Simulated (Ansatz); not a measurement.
# Conduction valleys of GaAs at a fixed lattice: energies and masses with LDA, PBEsol, PBE and r2SCAN

The energies and effective masses of the lowest conduction valleys of zincblende GaAs are calculated with four density functionals, all at the same measured lattice, so that the cell does not change with the functional. Valley energies are counted from the valence-band maximum of the same calculation, and masses are in units of the free-electron mass. The valleys lie at Γ, at L and on the line from Γ to X. Their order decides where electrons collect. Their separations decide how easily a strong electric field moves electrons from the light Γ valley into the heavier ones, where they drift more slowly. The question is whether a change of functional moves the valleys together, and whether it can change their order.

## Calculations

GaAs (zincblende), space group 216, 2 atoms in the cell, a known phase, held at the measured lattice of a database entry (primitive vectors 3.998, 3.998, 3.998 angstrom) for every row; symmetry fixes all atomic positions. Ansatz 0.2.0 with its PAW potentials; plane waves, scalar-relativistic unless spin-orbit coupling is named, no spin polarisation, no Hubbard U. Cutoffs 420 to 500 eV, self-consistent k mesh 12x12x12. Valleys were located on a dense mesh and refined; masses are central differences at 0.008 and 0.03 1/angstrom.

- band gap (eV): fundamental Kohn-Sham gap, conduction-band minimum minus valence-band maximum.
- direct gap there (eV): direct gap at the valley.
- valleys: number of equivalent valleys in the zone.
- valley energy (eV): energy of the valley minimum above the valence-band maximum.
- largest mass (m_e): largest principal mass of the valley, in free-electron masses.
- smallest mass (m_e): smallest principal mass of the valley, in free-electron masses.

## Computed values

| member | valley | band gap (eV) | direct gap there (eV) | valleys | valley energy (eV) | largest mass (m_e) | smallest mass (m_e) |
| --- | --- | --- | --- | --- | --- | --- | --- |
| LDA | Gamma | 0.285 | 0.285 | 1 | 0.285 | 0.018 | 0.0175 |
| PBEsol | Gamma | 0.442 | 0.442 | 1 | 0.442 | 0.026 | 0.0262 |
| PBE | Gamma | 0.516 | 0.516 | 1 | 0.516 | 0.030 | 0.0304 |
| r2SCAN | Gamma | 1.016 | 1.016 | 1 | 1.016 | 0.053 | 0.0532 |
| PBEsol | on Gamma-X | 0.442 | 3.929 | 6 | 1.318 | 1.130 | 0.2140 |
| PBE | on Gamma-X | 0.516 | 4.005 | 6 | 1.421 | 1.070 | 0.2170 |
| r2SCAN | on Gamma-X | 1.016 | 4.388 | 6 | 1.706 | 1.030 | 0.2150 |
| LDA | L | 0.285 | 1.991 | 4 | 0.848 | 1.720 | 0.0965 |
| PBEsol | L | 0.442 | 2.075 | 4 | 0.929 | 1.720 | 0.0992 |
| PBE | L | 0.516 | 2.144 | 4 | 1.004 | 1.740 | 0.1030 |
| r2SCAN | L | 1.016 | 2.559 | 4 | 1.375 | 1.700 | 0.1100 |

Least-squares fits to the whole series, with x = band gap (eV); R² in the fitted variables, residuals in the unit of y:

| y | valley | members | fit | R² | rms residual | leave-one-out rms | standard deviation of y |
| --- | --- | --- | --- | --- | --- | --- | --- |
| valley energy (eV) | Gamma | 4 | y = 1.447×10⁻¹⁶ + 1.000 x | 1.00 | 1.7×10⁻¹⁶ | 2.8×10⁻¹⁶ | 0.32 |
| valley energy (eV) | L | 4 | y = 0.6234 + 0.7358 x | 1.00 | 0.012 | 0.035 | 0.23 |
| largest mass (m_e) | Gamma | 4 | y = 0.004908 + 0.04753 x | 1.00 | 3.8×10⁻⁴ | 0.0015 | 0.015 |
| largest mass (m_e) | L | 4 | y = 1.739 − 0.03341 x | 0.42 | 0.011 | 0.039 | 0.016 (fit no better than the mean) |

## The trend and its physics

The order Γ, L, Γ–X holds for PBEsol, PBE and r2SCAN; for LDA, Γ lies below L and no Γ–X valley is listed. From LDA through PBEsol and PBE to r2SCAN the gap widens and L rises too, but by less: 0.527 eV against 0.731 eV. The distance from Γ to L therefore shrinks from 0.563 to 0.359 eV. The Γ mass triples, while the largest L mass shows no trend with the gap. The straight-line fit to the Γ mass looks tighter than it is, because it uses the largest-mass column, which has only three decimals there. For LDA the rounding alone is 0.018 − 0.0175 = 0.0005 m_e, more than the rms residual of 3.8×10⁻⁴ m_e. The same fit to the smallest-mass column, which has one more digit, leaves a larger residual and a larger leave-one-out error.

A model with two parameters describes the Γ mass and the L energy.

**Mass.** Assume that the conduction state at Γ, which is s-like, interacts only with the p-like valence states a gap E_g below it. For a given direction of k, one of the three p states couples, through a momentum matrix element p. Second-order perturbation theory adds ħ²k²p²/(m_e²E_g) to the free-electron term ħ²k²/(2m_e). With E_P = 2p²/m_e, the sum is a parabola of mass m, in units of m_e:

1/m = 1 + E_P/E_g

Assume further that E_P is the same for every functional. A wider gap then weakens the repulsion between the bands and makes the electron heavier.

**Energy.** Assume that a change of functional acts as a single shift Δ of s-like states relative to the p-like valence-band maximum. A valley with s weight w moves by wΔ. The gap moves by w_Γ Δ and the L valley by w_L Δ, so Δ cancels from their ratio:

change of E_L = s × change of E_g, with s = w_L/w_Γ

The L state mixes more p character into its s character than the Γ state does, so s should be below one. The fit over all four functionals gives 0.74. The corresponding fit for the Γ valley has slope one by definition, because that valley is the band edge.

## The model against the table

The parameters are fixed on LDA and PBE, using the smallest-mass column for Γ, where the valley is isotropic and that column carries more digits.

LDA gives E_P = (1/0.0175 − 1) × 0.285 = 16.0 eV, and PBE gives (1/0.0304 − 1) × 0.516 = 16.5 eV. The mean, (16.0 + 16.5) / 2 = 16.2 eV, is used below. The slope for the L valley is s = (1.004 − 0.848) / (0.516 − 0.285) = 0.675.

**PBEsol, Γ mass.** m = 1 / (1 + 16.2 / 0.442) = 0.0266 m_e. The table has 0.0262 m_e.

**r2SCAN, Γ mass.** m = 1 / (1 + 16.2 / 1.016) = 0.0590 m_e. The table has 0.0532 m_e.

**PBEsol, L energy.** 0.848 + 0.675 × (0.442 − 0.285) = 0.954 eV. The table has 0.929 eV.

**r2SCAN, L energy.** 0.848 + 0.675 × (1.016 − 0.285) = 1.341 eV. The table has 1.375 eV.

PBEsol lies between the two fixing members, whereas r2SCAN lies well outside them, with a gap almost twice that of PBE. The L energies are missed by 0.954 − 0.929 = 0.025 eV and 1.375 − 1.341 = 0.034 eV, small beside their standard deviation of 0.23 eV. The Γ masses are missed by 0.0004 and 0.0058 m_e, against a standard deviation of 0.015 m_e. The model therefore carries the L energy to r2SCAN well, but the mass only roughly.

## Departures from the trend

Largest departures from the fit to the whole series:

| member | valley | valley energy (eV) | fit | computed − fit | in rms residuals |
| --- | --- | --- | --- | --- | --- |
| PBEsol | L | 0.929 | 0.949 | −0.020 | 1.6 |
| r2SCAN | Gamma | 1.016 | 1.016 | 0.000 | 1.3 |
| LDA | L | 0.848 | 0.833 | +0.015 | 1.2 |
| LDA | Gamma | 0.285 | 0.285 | 0.000 | 1.0 |

The Γ rows here are only rounding noise, since valley energy and gap are the same number there. The clearest failure of the model is the Γ mass with r2SCAN, which the model makes 11% too heavy. The assumption that fails is a common E_P: r2SCAN requires (1/0.0532 − 1) × 1.016 = 18.1 eV. The smallest L mass, treated in the same way with the direct gap at L, gives (1/0.103 − 1) × 2.144 = 18.7 eV for PBE and (1/0.110 − 1) × 2.559 = 20.7 eV for r2SCAN, again a rise of about a tenth. A possible cause is that r2SCAN depends on the kinetic-energy density, which adds a term to the electron velocity and can strengthen the coupling. The table cannot confirm this, because r2SCAN also differs in its plane-wave cutoff: it was run at 500 eV, the other three functionals at 420 eV. No functional is listed at both cutoffs, so the effect of the cutoff on the masses cannot be separated out.

The slightly low E_P of LDA may be numerical. With a step of 0.008 1/Å, and ħ²/(2m_e) about 3.8 eV Å², the band has risen by about 3.8 × 0.008² / 0.0175 = 0.014 eV, or 5% of the gap, and its flattening raises the apparent mass by a similar fraction.

The single shift Δ is also only approximate. From PBEsol to PBE the Γ–X valley rises by 0.103 eV, more than the gap (0.074 eV); from PBE to r2SCAN it rises by 0.285 eV, less than the gap (1.016 − 0.516 = 0.500 eV).

## Summary

For gaps between 0.285 and 1.016 eV, a wider gap goes with a heavier Γ electron. The distance from Γ to L shrinks overall, though it is level between PBEsol and PBE, so the valleys do not move rigidly together. Both trends already appear from LDA to PBE, at a common cutoff of 420 eV; the longer stretch from PBE to r2SCAN also includes the change to 500 eV. The calculated order Γ, L, Γ–X is also the accepted experimental one.

The largest omission is the part of the true gap that semilocal Kohn–Sham theory misses. For LDA, PBEsol and PBE it would raise the gap by very roughly 1 eV, more than the whole spread of the table, and make the Γ electron heavier.

The fixed lattice matters as well. LDA usually gives too small a cell and PBE too large a one, and the direct gap shrinks on expansion. With each functional at its own relaxed lattice, the LDA gap would rise and the PBE gap would fall, which could reverse their order.

[On method and selection: A valley is listed only where the band has a local minimum within the search window above the edge. Runs that did not converge, have known faults or may not be shown are not listed, and runs on Ansatz's PAW sets soft_1 and soft_2 are kept to separate tables.]
